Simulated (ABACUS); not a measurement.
Write the native input for ABACUS 3.10.1 that does the following.

- Task: single point
- Functional: PBEsol
- Potentials or basis: PseudoDojo NC SR 0.4.1 PBEsol standard
- Cutoff: 1143 eV
- Density cutoff: 4572 eV
- Basis: plane waves
- k mesh: 11 × 11 × 11
- Occupations: fermi-dirac, width 0.05 eV
- Spin: no spin polarisation
- Radial cutoff of the potentials (pseudo_rcut): 7 bohr
- SCF threshold on the density: 1e-08
- Max SCF steps: 100
- Eigensolver: dav
- Mixing: broyden
- Mixing share: 0.7
- Symmetry key: 1

Ti:

```
CELL_PARAMETERS angstrom
0.02177 1.99869 2.03132
2.00646 0.00299 2.05009
2.03951 2.05051 -0.03005
ATOMIC_POSITIONS crystal
Ti 0.98433 0.00381 0.00663
```

The cell isn't the ideal one: cell strained at random at fixed volume.

One way to write it, as run:

INPUT

```
INPUT_PARAMETERS
suffix              Ti
calculation         scf
basis_type          pw
pseudo_dir          ./
symmetry            1
dft_functional      pbesol
ecutwfc             84
pseudo_rcut         7
nspin               1
nbands              10
ks_solver           dav
smearing_method     fd
smearing_sigma      0.00367493
scf_thr             1e-08
scf_nmax            100
mixing_type         broyden
mixing_beta         0.7
cal_force           1
cal_stress          1
kpar                4
```

STRU

```
ATOMIC_SPECIES
Ti 47.8670 Ti.upf

LATTICE_CONSTANT
1.8897261246

LATTICE_VECTORS
0.0217680000 1.9986910000 2.0313150000
2.0064570000 0.0029940000 2.0500890000
2.0395050000 2.0505140000 -0.0300550000

ATOMIC_POSITIONS
Direct

Ti
0.0
1
-0.0156700000 0.0038100000 0.0066290000 1 1 1
```

KPT

```
K_POINTS
0
Gamma
11 11 11 0 0 0
```

Potentials or basis: PseudoDojo NC SR 0.4.1 PBEsol standard, plane waves.

Run with:

```sh
$ OMP_NUM_THREADS=1 mpirun -np 4 abacus > log
```

It gave:

The pressure is -0.4 GPa. The band gap on the k mesh is none (metal or under the smearing width).

Run time: 14 s on 4 MPI ranks on Intel(R) Xeon(R) 6975P-C (Granite Rapids) (shared host), peak memory 0.4 GiB a rank.
